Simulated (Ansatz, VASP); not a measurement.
One calculation of Ca, two programs

```
Ca
1.0
     3.39227   -3.59458    0.00000
     3.39227    3.59458    0.00000
     0.00000    0.00000    6.86604
Ca
4
Direct
  0.66179 0.33821 0.30349
  0.33821 0.66179 0.69651
  0.83821 0.16179 0.80349
  0.16179 0.83821 0.19651
```

Change from the starting cell: volume scaled by 0.94.

Alike in both runs: task single point; functional PBE; k mesh 5 × 5 × 4; occupations fermi-dirac, width 0.05 eV; no spin polarisation.

|  | VASP | Ansatz |
| --- | --- | --- |
| version | VASP 6.6.1 | Ansatz 0.2.0 |
| potentials or method | VASP PAW PBE potentials, release 64 (Ca_sv) | Ansatz PAW |
| plane-wave cutoff (eV) | 520 | 420 |
| valence electrons in the cell | 40 | 40 |

Ansatz gave:

| Property | Result |
| --- | --- |
| gap on the k mesh at the Fermi level (eV) | none |
| pressure (GPa) | 0.6 |
| largest component of the traceless stress (GPa) | 0.29 |
| rms of the force components (eV/Å) | 0.016 |

Question: Which values does VASP return?

Answer: gap on the k mesh at the Fermi level (eV): none; pressure (GPa): 0.7; largest component of the traceless stress (GPa): 0.29; rms of the force components (eV/Å): 0.016.

Atom by atom the forces differ by 0.000 eV/Å (rms over components). A gap of «none» marks a metal or a gap that the smearing closes.
